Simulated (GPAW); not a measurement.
Crystal: CdSe.

```
Cd Se
1.0
     0.00000    3.07027    3.07027
     3.07027    0.00000    3.07027
     3.07027    3.07027    0.00000
Cd Se
1 1
Direct
  0.00000 0.00000 0.00000
  0.25000 0.25000 0.25000
```

Measurements of this composition are mostly on another form, of space group No. 186.

| Property | Result |
| --- | --- |
| Program | GPAW 26.7.0 |
| Task | relaxation of cell and atoms |
| Functional | BLYP |
| Potentials or basis | PAW data sets generated in the run's folder for this functional |
| Cutoff | 600 eV |
| Basis | pw |
| k mesh | 8 × 8 × 8 |
| Occupations | fermi-dirac, width 0.05 eV |
| Spin | no spin polarisation |

At the start: pressure 3.8 GPa; volume 28.94 Å³/atom.

Q: Where does the relaxation end?

A: Over 4 steps the energy falls by 27.7 meV/atom and the volume is 31.40 Å³/atom (+8.5 %); space group F-43m (No. 216, to 0.05 Å).

The path:
| step | energy change (eV) | largest force (eV/Å) | pressure (GPa) | volume (Å³) |
| --- | --- | --- | --- | --- |
| 1 | 0.0000 | 0.0000 | 3.83 | 57.88 |
| 2 | -0.0185 | 0.0000 | 3.03 | 58.75 |
| 3 | -0.0550 | 0.0000 | 0.27 | 62.40 |
| 4 | -0.0554 | 0.0000 | 0.02 | 62.79 |

Final structure:
```yaml
crystal:
  lattice:
    - [0.00000, 3.15472, 3.15472]
    - [3.15472, 0.00000, 3.15472]
    - [3.15472, 3.15472, 0.00000]
  atoms:
    - { symbol: Cd, position: [0.00000, 0.00000, 0.00000] }
    - { symbol: Se, position: [0.25000, 0.25000, 0.25000] }
```

Caveat: later steps reuse the first step's grids.
